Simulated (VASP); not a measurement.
# MnAs (Pm-3m) in VASP: further runs

Aim: see how the results for MnAs move with the level of theory and the settings. Levels: PBE, PBEsol, r2SCAN, MS2, r2SCAN+D3(BJ). Tasks: relaxation of cell and atoms.

Program: VASP 6.6.1. These are calculated values, not measurements. Logs are shortened: lines on timing, memory, paths and dates and some standing lists are left out, and cuts for length are marked.

## (1) The crystal as given

It takes space group Pm-3m (No. 221, cubic). The conventional cell has a = 3.362 Å, b = 3.362 Å, c = 3.362 Å, α = 90.00°, β = 90.00°, γ = 90.00°. Mn (site symmetry m-3m) is surrounded by 8 As at 2.91 Å. As (site symmetry m-3m) has 8 Mn at 2.91 Å as nearest neighbours.

The cell was built by a generator and needn't be a form met in nature.

## (2) Relaxation of cell and atoms, PBE, collinear spin, ferromagnetic start

File INCAR:

```
ALGO     = Fast           # electronic algorithm
EDIFF    = 1E-6           # SCF threshold, eV
EDIFFG   = -0.01          # ionic threshold
ENCUT    = 600            # plane-wave cutoff, eV
GGA      = PE             # functional
IBRION   = 2              # ionic algorithm
ISIF     = 3              # what is computed and relaxed
ISMEAR   = 0              # smearing method
ISPIN    = 2              # spin polarisation
LASPH    = True           # aspherical terms in the spheres
LCHARG   = False          # write CHGCAR
LMAXMIX  = 4              # l up to which the mixer works
LORBIT   = 11             # projections on sites
LREAL    = False          # projectors in reciprocal space
LWAVE    = False          # write WAVECAR
MAGMOM   = 4 0            # initial moments
NELM     = 150            # most SCF steps
NSW      = 40             # ionic steps
PREC     = Accurate       # precision mode
SIGMA    = 0.05           # smearing width, eV
```

File KPOINTS:

```
k-points
0
Gamma
  8 8 8
```

File POSCAR:

```
MnAs
1.0
    3.3616209100      0.0000000000      0.0000000000
    0.0000000000      3.3616209100      0.0000000000
    0.0000000000      0.0000000000      3.3616209100
Mn As
1 1
Direct
    0.0000000000      0.0000000000      0.0000000000
    0.5000000000      0.5000000000      0.5000000000
```

Potentials or basis: VASP PAW PBE potentials, release 64 (Mn_pv, As).

The run is started by

```bash
cat potpaw_PBE.64/Mn_pv/POTCAR potpaw_PBE.64/As/POTCAR > POTCAR
mpirun -np 1 vasp_std > vasp.out
```

OUTCAR:

```text
EDIFF = 1E-6
   EDIFFG = -0.01
   ENCUT = 600
   GGA = PE
   IBRION = 2
   ISIF = 3
   ISMEAR = 0
   ISPIN = 2
   LASPH = True
   LORBIT = 11
   LREAL = False
   NELM = 150
   NSW = 40
   PREC = Accurate

 ion  position               nearest neighbor table
   1  0.000  0.000  0.000-   2 2.91   2 2.91   2 2.91   2 2.91   2 2.91   2 2.91   2 2.91   2 2.91

   2  0.500  0.500  0.500-   1 2.91   1 2.91   1 2.91   1 2.91   1 2.91   1 2.91   1 2.91   1 2.91

  LATTYP: Found a simple cubic cell.
 ALAT       =     3.3616209100

  Lattice vectors:

 A1 = (   3.3616209100,   0.0000000000,   0.0000000000)
 A2 = (   0.0000000000,   3.3616209100,   0.0000000000)
 A3 = (   0.0000000000,   0.0000000000,   3.3616209100)

Analysis of symmetry for initial positions (statically):
=====================================================================
 Subroutine PRICEL returns:
 Original cell was already a primitive cell.

 Routine SETGRP: Setting up the symmetry group for a
 simple cubic supercell.

 Subroutine GETGRP returns: Found 48 space group operations
 (whereof 48 operations were pure point group operations)
 out of a pool of 48 trial point group operations.

The static configuration has the point symmetry O_h .

Analysis of symmetry for dynamics (positions and initial velocities):
=====================================================================
 Subroutine PRICEL returns:
 Original cell was already a primitive cell.

 Routine SETGRP: Setting up the symmetry group for a
 simple cubic supercell.

 Subroutine GETGRP returns: Found 48 space group operations
 (whereof 48 operations were pure point group operations)
 out of a pool of 48 trial point group operations.

The dynamic configuration has the point symmetry O_h .

Analysis of structural, dynamic, and magnetic symmetry:
=====================================================================
 Subroutine PRICEL returns:
 Original cell was already a primitive cell.

 Routine SETGRP: Setting up the symmetry group for a
 simple cubic supercell.

 Subroutine GETGRP returns: Found 48 space group operations
 (whereof 48 operations were pure point group operations)
 out of a pool of 48 trial point group operations.

The overall configuration has the point symmetry O_h .

 Subroutine INISYM returns: Found 48 space group operations
 (whereof 48 operations are pure point group operations),
 and found     1 'primitive' translations

----------------------------------------------------------------------------------------

                                     Primitive cell

  volume of cell :      37.9880

  direct lattice vectors                    reciprocal lattice vectors
     3.361620910  0.000000000  0.000000000     0.297475541  0.000000000  0.000000000
     0.000000000  3.361620910  0.000000000     0.000000000  0.297475541  0.000000000
     0.000000000  0.000000000  3.361620910     0.000000000  0.000000000  0.297475541

  length of vectors
     3.361620910  3.361620910  3.361620910     0.297475541  0.297475541  0.297475541

  position of ions in fractional coordinates (direct lattice)
     0.000000000  0.000000000  0.000000000
     0.500000000  0.500000000  0.500000000

  ion indices of the primitive-cell ions
   primitive index   ion index
                 1           1
                 2           2

----------------------------------------------------------------------------------------

 KPOINTS: k-points

Automatic generation of k-mesh.
 Grid dimensions read from file:
 generate k-points for:    8    8    8

 Generating k-lattice:

  Cartesian coordinates                     Fractional coordinates (reciprocal lattice)
     0.037184443  0.000000000  0.000000000     0.125000000  0.000000000  0.000000000
     0.000000000  0.037184443  0.000000000     0.000000000  0.125000000  0.000000000
     0.000000000  0.000000000  0.037184443     0.000000000  0.000000000  0.125000000

  Length of vectors
     0.037184443  0.037184443  0.037184443

  Shift w.r.t. Gamma in fractional coordinates (k-lattice)
     0.000000000  0.000000000  0.000000000

 Subroutine IBZKPT returns following result:
 ===========================================

 Found     35 irreducible k-points:

 Following reciprocal coordinates:
            Coordinates               Weight
  0.000000  0.000000  0.000000      1.000000
  0.125000  0.000000  0.000000      6.000000
  0.250000  0.000000  0.000000      6.000000
  0.375000  0.000000  0.000000      6.000000
  0.500000  0.000000  0.000000      3.000000
  0.125000  0.125000  0.000000     12.000000
[... 16 lines left out ...]
  0.375000  0.375000  0.125000     24.000000
  0.500000  0.375000  0.125000     24.000000
 [... further k-points ...]
   k-points           NKPTS =     35   k-points in BZ     NKDIM =     35   number of bands    NBANDS=     15
   number of dos      NEDOS =    301   number of ions     NIONS =      2
   total plane-waves  NPLWV =  21952
   dimension x,y,z NGX =    28 NGY =   28 NGZ =   28
   dimension x,y,z NGXF=    56 NGYF=   56 NGZF=   56
   ions per type =               1   1
   NGX,Y,Z   is equivalent  to a cutoff of  13.85, 13.85, 13.85 a.u.
   NGXF,Y,Z  is equivalent  to a cutoff of  27.69, 27.69, 27.69 a.u.
 SYSTEM =  unknown system
   PREC   = accura    normal or accurate (medium, high low for compatibility)
   ISTART =      0    job   : 0-new  1-cont  2-samecut
   ICHARG =      2    charge: 1-file 2-atom 10-const
   ISPIN  =      2    spin polarized calculation?
   LNONCOLLINEAR =      F non collinear calculations
   LSORBIT =      F    spin-orbit coupling
   LASPH  =      T    aspherical Exc in radial PAW
   ENCUT  =  600.0 eV  44.10 Ry    6.64 a.u.   6.71  6.71  6.71*2*pi/ulx,y,z
   NELM   =    150;   NELMIN=  2; NELMDL= -5     # of ELM steps
   EDIFF  = 0.1E-05   stopping-criterion for ELM
   LREAL  =      F    real-space projection
   EDIFFG = -.1E-01   stopping-criterion for IOM
   NSW    =     40    number of steps for IOM
   IBRION =      2    ionic relax: 0-MD 1-quasi-New 2-CG
   NFREE  =      1    steps in history (QN), initial steepest desc. (CG)
   ISIF   =      3    stress and relaxation
   ISYM   =      2    0-nonsym 1-usesym 2-fastsym
   POTIM  = 0.5000    time-step for ionic-motion
   TEBEG  =    0.0;   TEEND  =   0.0 temperature during run
   PSTRESS=    0.0 pullay stress
   NELECT =      18.0000    total number of electrons
   NUPDOWN=      -1.0000    fix difference up-down
   EMIN   =  10.00;   EMAX   =-10.00  energy-range for DOS
   EFERMI =   0.00;   METHOD = LEGACY
   ISMEAR =     0;   SIGMA  =   0.05  broadening in eV -4-tet -1-fermi 0-gaus
   EFERMI_NEDOS =   21; number of points for ismear=-14 and -15
   IALGO  =     68    algorithm
   IMIX   =      4    mixing-type and parameters
     AMIX     =   0.40;   BMIX     =  1.00
     AMIX_MAG =   1.60;   BMIX_MAG =  1.00
  volume/ion in A,a.u.               =      18.99       128.18
  Fermi-wavevector in a.u.,A,eV,Ry     =   1.276293  2.411843 22.162841  1.628923
  Thomas-Fermi vector in A             =   2.408957
   LORBIT       =     11    0 simple, 1 ext, 2 COOP (PROOUT), +10 PAW based schemes
   GGA     = PE    functional components
   LHFCALC =     F    Hartree Fock is set to
   AEXX    =    0.0000 exact exchange contribution
   IVDW    =     0    specifies the selected vdW correction
   LEPSILON=     F    determine dielectric tensor
   LRPA    =     F    only Hartree local field effects (RPA)
 conjugate gradient relaxation of ions
 spin polarized calculation
 RMM-DIIS sequential band-by-band and
 Gauss-broadening in eV      SIGMA  =   0.05
  energy-cutoff  :      600.00
  volume of cell :       37.99
 maximum number of plane-waves:      1328
 NGX is ok and might be reduce to    28
   NGX = 13   NGY = 13   NGZ = 13

--------------------------------------- Ionic step        1  -------------------------------------------

 number of electron      17.9999992 magnetization       3.7109658

 Free energy of the ion-electron system (eV)
  ---------------------------------------------------
  ext. energy  EPLUGINS =         0.00000000
  ---------------------------------------------------
  free energy    TOTEN  =       -13.20516384 eV

  energy without entropy =      -13.20335911  energy(sigma->0) =      -13.20426148

------------------------ aborting loop because EDIFF is reached ----------------------------------------

  FORCE on cell =-STRESS in cart. coord.  units (eV):
  Direction    XX          YY          ZZ          XY          YZ          ZX
  --------------------------------------------------------------------------------------
  -------------------------------------------------------------------------------------
  Total       -2.3674261     -2.3674261     -2.3674261     -0.0000000     -0.0000000     -0.0000000
  in kB      -99.8483285    -99.8483285    -99.8483285     -0.0000000     -0.0000000     -0.0000000
  external PRESSURE =     -99.8483285 kB  Pullay stress =       0.0000000 kB
[... 21 lines left out ...]
  energy  without entropy=      -13.2033591117  energy(sigma->0) =      -13.20426148

--------------------------------------- Ionic step        2  -------------------------------------------

 number of electron      17.9999993 magnetization       1.1707114

------------------------ aborting loop EDIFF was not reached (unconverged)  ----------------------------

  FORCE on cell =-STRESS in cart. coord.  units (eV):
  Direction    XX          YY          ZZ          XY          YZ          ZX
  --------------------------------------------------------------------------------------
  -------------------------------------------------------------------------------------
  Total       -1.5425023     -1.5425023     -1.5425023      0.0000000      0.0000000     -0.0000000
  in kB      -77.6069886    -77.6069886    -77.6069886      0.0000000      0.0000000     -0.0000000
  external PRESSURE =     -77.6069886 kB  Pullay stress =       0.0000000 kB

 VOLUME and BASIS-vectors are now :
 -----------------------------------------------------------------------------
  energy-cutoff  :      600.00
  volume of cell :       31.84
      direct lattice vectors                 reciprocal lattice vectors
     3.169654007 -0.000000000 -0.000000000     0.315491848  0.000000000 -0.000000000
    -0.000000000  3.169654007  0.000000000     0.000000000  0.315491848  0.000000000
     0.000000000 -0.000000000  3.169654007     0.000000000  0.000000000  0.315491848
[... 88 lines left out ...]
  energy  without entropy=      -13.2337258622  energy(sigma->0) =      -13.23597791

--------------------------------------- Ionic step        5  -------------------------------------------

 number of electron      18.0000003 magnetization      -0.0001697

 E-fermi :   9.9906     XC(G=0): -12.8017

 val. band max:        9.9823070375   @ k =   0.5000   0.1250   0.0000
 cond. band min:      10.0298926299   @ k =   0.0000   0.0000   0.0000
 fundamental gap:      0.0475855924
 Fermi energy:         9.9906040590

 spin component 1

 k-point     1 :       0.0000    0.0000    0.0000
  band No.  band energies     occupation
      1     -37.7010      1.00000
      2     -37.7010      1.00000
      3     -37.7010      1.00000
      4      -5.2547      1.00000
      5       7.4947      1.00000
      6       7.4947      1.00000
      7      10.0301      0.13205
      8      10.0301      0.13205
      9      10.0301      0.13205
     10      10.9904      0.00000
     11      10.9904      0.00000
     12      10.9904      0.00000
     13      17.2574      0.00000
     14      18.8589      0.00000
     15      18.8589      0.00000
[... 955 lines left out ...]
  energy  without entropy=      -13.4964354820  energy(sigma->0) =      -13.49801024

--------------------------------------- Ionic step        8  -------------------------------------------

 number of electron      18.0000003 magnetization      -0.0000451

 Free energy of the ion-electron system (eV)
  ---------------------------------------------------
  ext. energy  EPLUGINS =         0.00000000
  ---------------------------------------------------
  free energy    TOTEN  =       -13.49963933 eV

  energy without entropy =      -13.49648759  energy(sigma->0) =      -13.49806346

 E-fermi :  10.1385     XC(G=0): -12.8591

 val. band max:       10.1306385401   @ k =   0.5000   0.1250   0.0000
 cond. band min:      10.1798935665   @ k =   0.0000   0.0000   0.0000
 fundamental gap:      0.0492550264
 Fermi energy:        10.1385244552

 spin component 1

 k-point     1 :       0.0000    0.0000    0.0000
  band No.  band energies     occupation
      1     -37.5514      1.00000
      2     -37.5514      1.00000
      3     -37.5514      1.00000
      4      -5.1992      1.00000
      5       7.5986      1.00000
      6       7.5986      1.00000
      7      10.1799      0.12070
      8      10.1799      0.12070
      9      10.1799      0.12070
     10      11.1588      0.00000
     11      11.1588      0.00000
     12      11.1588      0.00000
     13      17.5700      0.00000
     14      19.0556      0.00000
     15      19.0556      0.00000
[... 879 lines left out ...]
  FREE ENERGIE OF THE ION-ELECTRON SYSTEM (eV)
  ---------------------------------------------------
  free  energy   TOTEN  =       -13.4996393317 eV

  energy  without entropy=      -13.4964875929  energy(sigma->0) =      -13.49806346

 reached required accuracy - stopping structural energy minimisation

 total charge

# of ion       s       p       d       tot
------------------------------------------
    1        0.278   6.279   5.317  11.874
    2        1.222   1.456   0.130   2.808
--------------------------------------------------
tot          1.500   7.735   5.446  14.682

 magnetization (x)

# of ion       s       p       d       tot
------------------------------------------
    1       -0.000  -0.000  -0.000  -0.000
    2        0.000   0.000  -0.000   0.000
--------------------------------------------------
tot          0.000   0.000  -0.000  -0.000
```

It took 12 min on 1 thread of Intel Xeon Platinum 8488C (Sapphire Rapids), shared host; peak memory 0.22 GiB.

Results:

* Free energy: -13.4996 eV
* Relaxed volume: 12.62 Å³/atom
* Relaxed cell: a = 2.934 Å, b = 2.934 Å, c = 2.934 Å, α = 90.00°, β = 90.00°, γ = 90.00°
* Space group after relaxing (to 0.05 Å): Pm-3m (No. 221)
* Energy gained by relaxing: 147.2 meV/atom
* Ionic steps: 8
* Pressure after relaxing: 0.0 GPa
* Band gap on the k mesh: none (metal or under the smearing width)
* Net moment: 0.00 μB per cell
* Valence electrons inside the program's atomic spheres: Mn 11.87; As 2.81

The path:
```tsv
step	energy change (eV)	largest force (eV/Å)	pressure (GPa)	volume (Å³)
1	0.0000	0.0000	-9.98	37.99
2	0.1520	0.0000	-7.76	31.84
3	-0.0233	0.0000	32.42	22.20
4	-0.0331	0.0000	-18.68	29.16
5	-0.2927	0.0000	-1.99	25.52
6	-0.2945	0.0000	0.19	25.22
7	-0.2944	0.0000	-0.49	25.29
8	-0.2945	0.0000	-0.01	25.25
```

Final structure:
```
Mn As
1.0
     2.93362    0.00000    0.00000
     0.00000    2.93362    0.00000
     0.00000    0.00000    2.93362
Mn As
1 1
Direct
  0.00000 0.00000 0.00000
  0.50000 0.50000 0.50000
```

Caveat: the starting moments collapsed, and a magnetic state may lie lower; the volume moved by over 15 % at a fixed basis, so the end points are rough.

## (3) Relaxation of cell and atoms, PBEsol, collinear spin, ferromagnetic start

File INCAR:

```
PREC = Accurate
ENCUT = 600
EDIFF = 1E-7
ISMEAR = 0
SIGMA = 0.05
LREAL = F
LASPH = T
NELM = 120
ALGO = Normal
ISIF = 3
LWAVE = F
LCHARG = F
ISPIN = 2
MAGMOM = 4 0
LORBIT = 11
LMAXMIX = 4
GGA = PS
IBRION = 2
NSW = 40
EDIFFG = -0.02
```

File KPOINTS:

```
regular mesh
0
Gamma
  8 8 8
```

POSCAR is that of step 2.

Potentials or basis: VASP PAW PBE potentials, release 64 (Mn_pv, As).

The run is started by

```bash
cat potpaw_PBE.64/Mn_pv/POTCAR potpaw_PBE.64/As/POTCAR > POTCAR
mpirun -np 1 vasp_std > vasp.out
```

Wall time 7.1 min (1 thread of Intel Xeon Platinum 8488C (Sapphire Rapids), shared host); peak memory 0.22 GiB.

The run converged. Its results:

- Free energy: -14.8581 eV
- Relaxed volume: 12.15 Å³/atom
- Relaxed cell: a = 2.896 Å, b = 2.896 Å, c = 2.896 Å, α = 90.00°, β = 90.00°, γ = 90.00°
- Space group after relaxing (to 0.05 Å): Pm-3m (No. 221)
- Energy gained by relaxing: 394.0 meV/atom
- Ionic steps: 14
- Pressure after relaxing: -0.1 GPa
- Band gap on the k mesh: none (metal or under the smearing width)
- Net moment: 0.00 μB per cell
- Valence electrons inside the program's atomic spheres: Mn 11.96; As 2.84

Step by step:
```tsv
step	energy change (eV)	largest force (eV/Å)	pressure (GPa)	volume (Å³)
1	0.0000	0.0000	-13.79	37.99
2	-0.2835	0.0000	-23.20	29.69
3	13.0009	0.0000	690.88	12.19
4	-0.5065	0.0000	-20.89	28.00
5	-0.1353	0.0000	59.48	20.14
6	-0.7654	0.0000	-7.39	25.23
7	-0.7876	0.0000	1.08	24.16
8	-0.7876	0.0000	-0.99	24.40
9	-0.7877	0.0000	-0.87	24.39
10	-0.7879	0.0000	-0.52	24.34
11	-0.7879	0.0000	-0.51	24.34
12	-0.7879	0.0000	-0.44	24.34
13	-0.7879	0.0000	-0.35	24.32
14	-0.7880	0.0000	-0.15	24.30
```

Final structure:
```yaml
crystal:
  lattice:
    - [2.89644, 0.00000, 0.00000]
    - [0.00000, 2.89644, 0.00000]
    - [0.00000, 0.00000, 2.89644]
  atoms:
    - { symbol: Mn, position: [0.00000, 0.00000, 0.00000] }
    - { symbol: As, position: [0.50000, 0.50000, 0.50000] }
```

Levels at points of the mesh, in eV from the Fermi level:
Spin up:
| k point | band 5 | band 6 | band 7 | band 8 | band 9 | band 10 | band 11 | band 12 | band 13 | band 14 |
| --- | --- | --- | --- | --- | --- | --- | --- | --- | --- | --- |
| (0.00, 0.00, 0.00) | -2.73 | -2.73 | 0.05 | 0.05 | 0.05 | 1.09 | 1.09 | 1.09 | 7.98 | 9.11 |
| (0.50, 0.00, 0.00) | -8.77 | -2.09 | -2.09 | -2.02 | 0.16 | 0.98 | 6.10 | 6.10 | 7.80 | 9.32 |
| (0.50, 0.50, 0.00) | -5.85 | -5.85 | -2.77 | -0.84 | -0.84 | 0.85 | 1.26 | 3.46 | 4.70 | 13.14 |
| (0.50, 0.50, 0.50) | -6.18 | -6.18 | -6.18 | 0.90 | 0.90 | 2.51 | 2.51 | 2.51 | 3.83 | 3.83 |
Spin down:
| k point | band 5 | band 6 | band 7 | band 8 | band 9 | band 10 | band 11 | band 12 | band 13 | band 14 |
| --- | --- | --- | --- | --- | --- | --- | --- | --- | --- | --- |
| (0.00, 0.00, 0.00) | -2.73 | -2.73 | 0.05 | 0.05 | 0.05 | 1.09 | 1.09 | 1.09 | 7.98 | 9.11 |
| (0.50, 0.00, 0.00) | -8.77 | -2.09 | -2.09 | -2.02 | 0.16 | 0.98 | 6.10 | 6.10 | 7.80 | 9.32 |
| (0.50, 0.50, 0.00) | -5.85 | -5.85 | -2.77 | -0.83 | -0.83 | 0.85 | 1.26 | 3.46 | 4.70 | 13.14 |
| (0.50, 0.50, 0.50) | -6.18 | -6.18 | -6.18 | 0.90 | 0.90 | 2.51 | 2.51 | 2.51 | 3.83 | 3.83 |

Caveat: the starting moments collapsed, and a magnetic state may lie lower; the volume moved by over 15 % at a fixed basis, so the end points are rough; the PAW data sets were made with another functional, which shifts forces and pressure a little.

[end of part 1 of 2]
